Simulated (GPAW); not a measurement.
SnTe, 2 atoms in the cell. Symmetry: F-43m, No. 216, cubic system. Conventional cell: a = 7.222 Å, b = 7.222 Å, c = 7.222 Å, α = 90.00°, β = 90.00°, γ = 90.00°. Around Te (site symmetry -43m) lie 4 Sn at 3.13 Å. Around Sn (site symmetry -43m) lie 4 Te at 3.13 Å. Measurements of this composition are mostly on another form, of space group No. 225.

| Quantity | Value |
| --- | --- |
| Program | GPAW 26.7.0 |
| Task | single point |
| Functional | PBE |
| Potentials or basis | GPAW PAW data sets (gpaw-data 1.2.1) |
| Cutoff | 600 eV |
| Basis | pw |
| k mesh | 7 × 7 × 7 |
| Occupations | gaussian, width 0.05 eV |
| Spin | no spin polarisation |
| Maxiter | 150 |

Potentials or basis: GPAW PAW data sets (gpaw-data 1.2.1), pw.

The run is started by

```console
$ OMP_NUM_THREADS=1 python run.py
```

Hardware: 1 thread of Arm Neoverse V1 (shared host).

Problem. How long does it take, and how much memory?

Solution. Run time: 24 s on 1 thread of Arm Neoverse V1 (shared host), peak memory 0.19 GiB. Counts: scf iterations 9, plane waves 3166, bands 19, k points 20.
